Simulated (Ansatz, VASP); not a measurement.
CoO: VASP beside Ansatz

```
CELL_PARAMETERS angstrom
0.00000 2.13150 2.13150
2.13150 0.00000 2.13150
2.13150 2.13150 0.00000
ATOMIC_POSITIONS crystal
Co 0.00000 0.00000 0.00000
O 0.50000 0.50000 0.50000
```

Alike in both runs: functional LDA; k mesh 11 × 11 × 11; occupations fermi-dirac, width 0.05 eV; collinear spin.

```csv
,VASP,Ansatz
version,VASP 6.6.1,Ansatz 0.2.0
potentials or method,"VASP PAW LDA potentials, release 64 (Co, O), cutoff 520 eV","all-electron LAPW, scalar-relativistic"
task,single point,band structure
```

Ansatz gave:

```
gap on the k mesh at the Fermi level (eV)                     : none
pressure (GPa)                                                : -19.3
net moment per atom (μB)                                      : 1.44
size of the moment on the site where the two differ most (μB) : 2.52
```

Which values does VASP return?

gap on the k mesh at the Fermi level (eV): none; pressure (GPa): -20.6; net moment per atom (μB): 1.38; size of the moment on the site where the two differ most (μB): 2.41.

Site moments also hang on the region over which each program counts them. A gap of «none» marks a metal or a gap that the smearing closes. Ansatz ran all-electron here, so the differences hold the error of VASP's frozen core and of both bases.

Caveats: a cell with one magnetic atom can't hold antiferromagnetic order, which such compounds often take; semilocal functionals often make such compounds metallic where correlation or magnetic order opens a gap, which also shifts bond lengths; so large a pressure means that the cell lies far from this level's equilibrium, or that cutoff or potentials fall short (VASP).
